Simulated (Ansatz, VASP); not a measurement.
**Two plane-wave programs on Te**

Contents of INCAR:

```
SYSTEM = Te
PREC = Accurate ; ENCUT = 520
EDIFF = 1E-7 ; ISMEAR = 0
SIGMA = 0.1 ; LREAL = .False.
LASPH = .True. ; NELM = 60
ALGO = Normal ; ISIF = 2
LWAVE = .False. ; LCHARG = .True.
GGA = PS ; LELF = .True.
LVHAR = .True. ; NBANDS = 9
```

Contents of KPOINTS:

```
Automatic mesh
0
Gamma
  6 6 6
  0 0 0
```

Contents of POSCAR:

```
Te
1.0
    2.3059043427      1.3313144930      1.6909537039
   -2.3059043427      1.3313144930      1.6909537039
    0.0000000000     -2.6626289859      1.6909537039
Te
1
Direct
    0.5000000000      0.5000000000      0.5000000000
```

Input for Ansatz:

```yaml
crystal:
  lattice:
    - [2.3059043427, 1.331314493, 1.6909537039]
    - [-2.3059043427, 1.331314493, 1.6909537039]
    - [0.0, -2.6626289859, 1.6909537039]
  atoms:
    - { symbol: Te, position: [0.5, 0.5, 0.5] }
basis:
  ecutwfc: 420
kpoints:
  mp_grid: { grid: [6, 6, 6] }
hamiltonian:
  xc: pbesol
scf:
  occupations: { method: gaussian, width: 0.1 }
output:
  forces: true
  stress: true
  eigenvalues: true
```

This isn't the form of Te at room conditions, which is trigonal, of chains.

Alike in both runs: task single point; functional PBEsol; k mesh 6 × 6 × 6; occupations gaussian, width 0.1 eV; no spin polarisation.

|  | VASP | Ansatz |
| --- | --- | --- |
| version | VASP 6.6.1 | Ansatz 0.2.0 |
| potentials or method | VASP PAW PBE potentials, release 64 (Te) | scalar-relativistic, plane waves, PAW |
| plane-wave cutoff (eV) | 520 | 420 |
| valence electrons in the cell | 6 | 16 |

Ansatz gave:

```
gap on the k mesh at the Fermi level (eV)       : none
pressure (GPa)                                  : -0.7
largest component of the traceless stress (GPa) : 0.84
```

**Question.** Estimate VASP's values.

**Answer.** gap on the k mesh at the Fermi level (eV): none; pressure (GPa): -0.6; largest component of the traceless stress (GPa): 0.83.

A gap of «none» marks a metal or a gap that the smearing closes. The functional is the same, so the differences come from potentials, cutoffs and numerics. The two sets of potentials don't hold the same shells in valence.

Caveats: the PAW data sets were made with another functional, which shifts forces and pressure a little (VASP). The runs have no spin-orbit coupling, so splittings on Te are missing.
